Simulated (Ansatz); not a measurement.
Li3N in space group P6/mmm (No. 191; Li on 1b, Li on 2c, N on 1a), the program Ansatz at the PBEsol level (PAW). The conduction-band minimum lies at Γ, with 1 equivalent valley. Second derivatives d²E/dk² of the lowest band at one valley (eV·Å²), along Cartesian directions:

```json
[
 {"direction": "[100]", "d²E/dk²": "24.51"},
 {"direction": "[010]", "d²E/dk²": "24.51"},
 {"direction": "[001]", "d²E/dk²": "24.34"},
 {"direction": "[110]", "d²E/dk²": "24.51"},
 {"direction": "[101]", "d²E/dk²": "24.42"},
 {"direction": "[011]", "d²E/dk²": "24.42"}
]
```

**Question.** Find the principal effective masses, the density-of-states mass and the conductivity mass.

**Answer.** Off-diagonal terms follow from H_xy = H[110] − (H_xx + H_yy)/2, and m*/mₑ = 7.620 eV·Å² over each eigenvalue: 0.31, 0.31, 0.31. One valley's DOS mass (m₁m₂m₃)^(1/3) = 0.31, conductivity mass 3/(Σ 1/mᵢ) = 0.31 mₑ.

**Question.** What effective density of states Nc follows at 300 K for parabolic valleys?

**Answer.** Nc = 2.509e19 × 1 × (0.31)^(3/2) ≈ 4.3e18 cm⁻³.

The PBEsol relaxation kept the symmetry of its start. At this level the phase is dynamically unstable (imaginary phonons).

Potentials: the later of the program's two PAW sets.

Edges and masses are those of Kohn–Sham bands, whose gap is no quasiparticle gap.
